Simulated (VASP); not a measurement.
Wanted: the native input for a VASP 6.6.1 run.

* Task: electrostatic potential
* Functional: r2SCAN
* Dispersion: rVV10
* Potentials or basis: VASP PAW PBE potentials, release 64 (Ti_sv)
* Cutoff: 520 eV
* k mesh: 16 × 16 × 10
* Occupations: methfessel-paxton, width 0.1 eV
* Spin: no spin polarisation
* Further INCAR settings: ALGO = Normal; EDIFF = 1e-07

The structure of Ti lies in POSCAR:

```
Ti                                      
1.0
    2.9308905532     -0.0000000000     -0.0000000000
   -1.4654452766      2.5382256738     -0.0000000000
    0.0000000000     -0.0000000000      4.6357333238
  Ti            
     2
Direct
     0.3333333300000021    0.6666666699999979    0.2500000000000000
     0.6666666699999979    0.3333333300000021    0.7500000000000000
```

The cell was built by a generator and needn't be a form met in nature.

One way to write it, as run:

INCAR

```
SYSTEM = Ti
ALGO     = Normal         ! electronic algorithm
BPARAM   = 11.95        
CPARAM   = 0.0093       
EDIFF    = 1E-7           ! SCF threshold, eV
ENCUT    = 520            ! plane-wave cutoff, eV
ISIF     = 2              ! what is computed and relaxed
ISMEAR   = 1              ! smearing method
IVDW_NL  = 2            
LASPH    = .True.         ! aspherical terms in the spheres
LCHARG   = .True.         ! write CHGCAR
LMIXTAU  = .True.       
LREAL    = .False.        ! projectors in reciprocal space
LUSE_VDW = .True.       
LVHAR    = .True.       
LWAVE    = .False.        ! write WAVECAR
METAGGA  = R2SCAN         ! meta-GGA
NELM     = 100            ! most SCF steps
PREC     = Accurate       ! precision mode
SIGMA    = 0.1            ! smearing width, eV
```

KPOINTS

```
k-points
0
Gamma
  16 16 10
  0 0 0
```

Potentials or basis: VASP PAW PBE potentials, release 64 (Ti_sv).

Command:

```console
$ cat potpaw_PBE.64/Ti_sv/POTCAR > POTCAR
$ mpirun -np 1 vasp_std > vasp.out
```

It gave:

```yaml
Pressure: -0.1 GPa
Band_gap_on_the_k_mesh: none (metal or under the smearing width)
```

Caveat: the PAW data sets were made with another functional, which shifts forces and pressure a little.

It took 7.2 min on 1 thread of Intel(R) Xeon(R) Platinum 8259CL CPU @ 2.50GHz (Skylake/Cascade Lake), with other jobs on the host, peak memory 0.31 GiB.
